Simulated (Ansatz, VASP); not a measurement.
**One calculation of GaAs, 3 ways**

The starting cell:

```xyz
2
Lattice="0.0000 2.8268 2.8268 2.8268 0.0000 2.8268 2.8268 2.8268 0.0000" Properties=species:S:1:pos:R:3 pbc="T T T"
As    4.2403    4.2403    4.2403
Ga    0.0000    0.0000    0.0000
```

Alike in all runs: task relaxation of cell and atoms; functional BLYP; dispersion D3(BJ); k mesh 8 × 8 × 8; occupations fermi-dirac, width 0.05 eV; no spin polarisation; no spin-orbit coupling.

| program and potentials | plane-wave cutoff (eV) | notes | equilibrium volume (Å³/atom) |
| --- | --- | --- | --- |
| Ansatz, Ansatz PAW | 420 | potentials made for PBE, which Ansatz adapts in part; 14 valence electrons an atom on average | 22.90 |
| VASP, PBE PAW files As, Ga_d, 600 eV | 600 | potentials made for PBE; 9 valence electrons an atom on average | 23.02 |
| Ansatz, all-electron LAPW, scalar-relativistic | - | - | 22.92 |

The equilibrium volume spans 22.90 (Ansatz, Ansatz PAW) to 23.02 Å³/atom (VASP, PBE PAW files As, Ga_d, 600 eV), with all-electron results at 22.92. Some sets were made for another functional than the one run, which can shift their rows. Relaxations stop with a little pressure left, so the last digit of a volume isn't settled.

Differences between rows come from potentials, basis sets and numerical settings, since the functional is the same but for its coding. Runs on potential files found faulty are left out.
